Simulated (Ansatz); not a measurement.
# AlFe: the cost of one run

Program: Ansatz 0.2.0. Level of theory: DFT PBEsol, scalar-relativistic, plane waves, PAW. These are calculated values, not measurements.

1 further run of the same task is left out (set aside as unsound or not needed).

**1. The starting structure**

Symmetry: Pm-3m, No. 221, cubic system. Conventional cell: a = 2.976 Å, b = 2.976 Å, c = 2.976 Å, α = 90.00°, β = 90.00°, γ = 90.00°. Al (site symmetry m-3m) is surrounded by 8 Ru at 2.58 Å. Around Ru (site symmetry m-3m) lie 8 Al at 2.58 Å.

Coordinates:

```cif
data_structure
_symmetry_space_group_name_H-M 'Pm-3m'
_symmetry_Int_Tables_number 221
_cell_length_a 2.9763
_cell_length_b 2.9763
_cell_length_c 2.9763
_cell_angle_alpha 90.000
_cell_angle_beta 90.000
_cell_angle_gamma 90.000
_cell_volume 26.37
loop_
_atom_site_label
_atom_site_type_symbol
_atom_site_symmetry_multiplicity
_atom_site_Wyckoff_symbol
_atom_site_fract_x
_atom_site_fract_y
_atom_site_fract_z
_atom_site_occupancy
Al1 Al 1 a 0.00000 0.00000 0.00000 1
Ru1 Ru 1 b 0.50000 0.50000 0.50000 1
```

It goes back to an entry of the Materials Project, which need not be the stable form.

It is the result of an earlier relaxation at this level (volume 13.18 Å³/atom; gap on the mesh: none (metal)).

**2. Ru → Fe: the starting cell**

The start of AlFe: fractional positions of relaxed AlRu, cell scaled by 0.965, a guess from tabulated radii. Atoms that may carry a moment start with parallel spins.

**3. Probe: one point at the start (AlFe)**

input.yaml reads:

```yaml
crystal:
  lattice:
    - [2.8706847787, 0.0, 0.0]
    - [0.0, 2.8706847787, 0.0]
    - [0.0, 0.0, 2.8706847787]
  atoms:
    - { symbol: Al, position: [0.0, 0.0, 0.0] }
    - { symbol: Fe, position: [0.5, 0.5, 0.5], spin: 4.0 }
basis:
  ecutwfc: 420
kpoints:
  mp_grid: { grid: [6, 6, 6] }
hamiltonian:
  xc: pbesol
scf:
  occupations: { method: gaussian, width: 0.1 }
  lower_state_search: "off"
output:
  forces: true
  stress: true
  eigenvalues: true
  populations: true
magnetization:
  spin_polarized: true
```

Command:

```sh
> ansatz run input.yaml --threads 1 --pin off --max-ram 2560MiB --backend cpu --events-out ev --progress --plain --runs-dir out
```

**Question.** How long does this run take on 1 thread of Oxide Virtual Turin-like (Zen 5), shared host, and how much memory does it need?

About 1.5 s, with a peak of 0.32 GiB.
